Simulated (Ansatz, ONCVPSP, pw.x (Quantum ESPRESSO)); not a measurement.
From atom to crystal: ONCV potential for aluminium (Al)

- Element: aluminium (Al)
- Generator: ONCVPSP 4.0.1.1 (patched build)
- Type: optimised norm-conserving Vanderbilt (ONCV)
- Functional: PBE
- Relativity: scalar-relativistic
- Frozen core: [Ne]
- Valence charge: 3
- Reference configuration: 3s2 3p0.75 (charge +0.25)
- Partial waves: 3s: rc 1.65 bohr, ncon 4, nbas 8, qcut 3.3 1/bohr, 2 projectors, debl 1.4 Ha; 3p: rc 2.60 bohr, ncon 3, nbas 7, qcut 2.5 1/bohr, 1 projector; d scattering state at 0.04 Ha: rc 2.10 bohr, ncon 4, nbas 7, qcut 5.1 1/bohr, 2 projectors, debl 2.2 Ha
- Local potential: polynomial inside 1.10 bohr (lpopt 5, dvloc0 0 Ha)
- Core correction: Teter function, fcfact 3, rcfact 1.2

Atomic tests: cutoffs needed: 5.5 Ha and 13 Ha (the cutoffs (Ha) at which the residual kinetic energy of the hardest occupied pseudo-wave falls to 1 and 0.1 mHa per electron) The cutoffs count occupied waves only; projector 2 of the s channel, the hardest unoccupied one, needs 71 Ha at the loose tolerance.; ghost test: no bound ghost flagged; GHOST(+) flagged for s at 64.3 eV; largest excitation error: +23 meV (all-electron minus pseudo) for 3s0 3p3, out of 4 test configurations.

Crystal test: sc Al in pw.x 7.5, no spin, 12³ k-points, Fermi–Dirac smearing 0.01 Ry, cutoffs 50/200 Ry. The lattice is a test structure that the element need not adopt, and mesh and smearing are coarse.

pw.x input:

```
&control
  calculation='scf', prefix='x', pseudo_dir='./', outdir='./tmp', tstress=.true., disk_io='none'
/
&system
  ibrav=0, nat=1, ntyp=1, ecutwfc=50, ecutrho=200, nbnd=8,
  occupations='smearing', smearing='fd', degauss=0.01
/
&electrons
  conv_thr=1e-09, mixing_beta=0.4, electron_maxstep=70
/
ATOMIC_SPECIES
Al 1.0 Al.UPF
CELL_PARAMETERS angstrom
  2.71830272 0.00000000 0.00000000
  0.00000000 2.71830272 0.00000000
  0.00000000 0.00000000 2.71830272
ATOMIC_POSITIONS crystal
Al 0.0000 0.0000 0.0000
K_POINTS automatic
12 12 12 0 0 0
```

```bash
pw.x < Al.scf.in > Al.scf.out
```

Task: How does the run end?

Result: It converges; the pressure is 0.40 GPa against 0.26 GPa from all-electron LAPW.  The log shows:

```
Message from routine setup:
     using ibrav=0 with symmetry is DISCOURAGED, use correct ibrav instead
     lattice parameter (alat)  =       5.1368  a.u.
     unit-cell volume          =     135.5470 (a.u.)^3
     number of electrons       =         3.00
     number of Kohn-Sham states=            8
     kinetic-energy cutoff     =      50.0000  Ry
     charge density cutoff     =     200.0000  Ry
     scf convergence threshold =      1.0E-09
     Exchange-correlation= PBE
     number of k points=    84  Fermi-Dirac smearing, width (Ry)=  0.0100
     iteration #  1     ecut=    50.00 Ry     beta= 0.40
     total energy              =      -4.33158647 Ry
     estimated scf accuracy    <       0.00608120 Ry
     iteration #  2     ecut=    50.00 Ry     beta= 0.40
     total energy              =      -4.33110952 Ry
     estimated scf accuracy    <       0.00189576 Ry
     iteration #  3     ecut=    50.00 Ry     beta= 0.40
     total energy              =      -4.33119616 Ry
     estimated scf accuracy    <       0.00001036 Ry
     iteration #  4     ecut=    50.00 Ry     beta= 0.40
     total energy              =      -4.33119839 Ry
     estimated scf accuracy    <       0.00000009 Ry
     iteration #  5     ecut=    50.00 Ry     beta= 0.40
     the Fermi energy is     5.6156 ev
!    total energy              =      -4.33119845 Ry
     estimated scf accuracy    <          8.1E-10 Ry
     smearing contrib. (-TS)   =      -0.00231224 Ry
     The total energy is F=E-TS. E is the sum of the following terms:
     one-electron contribution =       2.38826163 Ry
     hartree contribution      =       0.03189891 Ry
     xc contribution           =      -1.77796736 Ry
     ewald contribution        =      -4.97107938 Ry
     convergence has been achieved in   5 iterations
          total   stress  (Ry/bohr**3)                   (kbar)     P=        4.02
     Message from routine punch:
     Nothing written, as per user request (disk_io='none')
```
